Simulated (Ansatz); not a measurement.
Density of states of TiSi2 (Cmcm, a = 3.548 Å, b = 13.561 Å, c = 3.579 Å, α = 90.00°, β = 90.00°, γ = 90.00°), in states per eV and primitive cell, averaged over bins of 0.5 eV. Theory: DFT PBE, scalar-relativistic, plane waves, PAW in Ansatz.

Cutoff 420 eV; k points 10×10×10 on the computed 6-atom cell (Γ-centred); Gaussian smearing, width 0.10 eV; no spin polarisation.

The cell is relaxed at this level. The states (both spins) are summed by tetrahedra on a 15×15×15 mesh at the self-consistent density. Energies are bin centres; the table starts no lower than −8 eV and ends at 6 eV, or lower where the solved bands end.

It is a metal at this level.

```
E − E_F (eV) total Ti 3d Si 3p Si 3s Ti 4s
       -7.80   1.69   0.19   0.59   0.82   0.05
       -7.30   1.22   0.16   0.40   0.61   0.03
       -6.80   1.15   0.15   0.40   0.53   0.04
       -6.30   1.35   0.17   0.63   0.43   0.09
       -5.80   1.35   0.16   0.85   0.24   0.06
       -5.30   2.05   0.26   1.28   0.33   0.11
       -4.80   2.02   0.29   1.28   0.28   0.10
       -4.30   2.25   0.37   1.46   0.25   0.10
       -3.80   2.92   0.54   1.94   0.27   0.08
       -3.30   3.49   0.85   2.27   0.22   0.05
       -2.80   4.11   1.33   2.40   0.20   0.04
       -2.30   4.29   1.92   2.07   0.14   0.03
       -1.80   3.63   1.93   1.45   0.13   0.02
       -1.30   2.98   1.70   1.01   0.13   0.01
       -0.80   2.06   1.34   0.56   0.07   0.01
       -0.30   1.46   1.02   0.34   0.04   0.01
        0.20   1.85   1.34   0.36   0.05   0.01
        0.70   3.61   2.36   0.79   0.22   0.04
        1.20   4.64   2.97   0.90   0.40   0.08
        1.70   6.92   5.02   0.98   0.41   0.17
        2.20   4.97   2.92   0.89   0.66   0.16
        2.70   5.49   2.98   1.10   0.71   0.30
        3.20   5.32   2.42   1.41   0.61   0.37
        3.70   3.97   1.46   1.30   0.36   0.33
        4.20   4.17   1.25   1.61   0.32   0.29
        4.70   3.21   0.77   1.31   0.24   0.22
        5.20   3.41   0.67   1.50   0.23   0.19
```

The columns after the total are the main Löwdin projections on the occupied valence shells of the potentials; 2 others are left out. The rest of the total lies in those, in shells that are empty in the free atom, which aren't projected, and between the atoms.

This form isn't the usual stable structure of the compound.

Cost: 1 run of about 2.7 core-minutes, on Arm Neoverse V1 (shared hosts).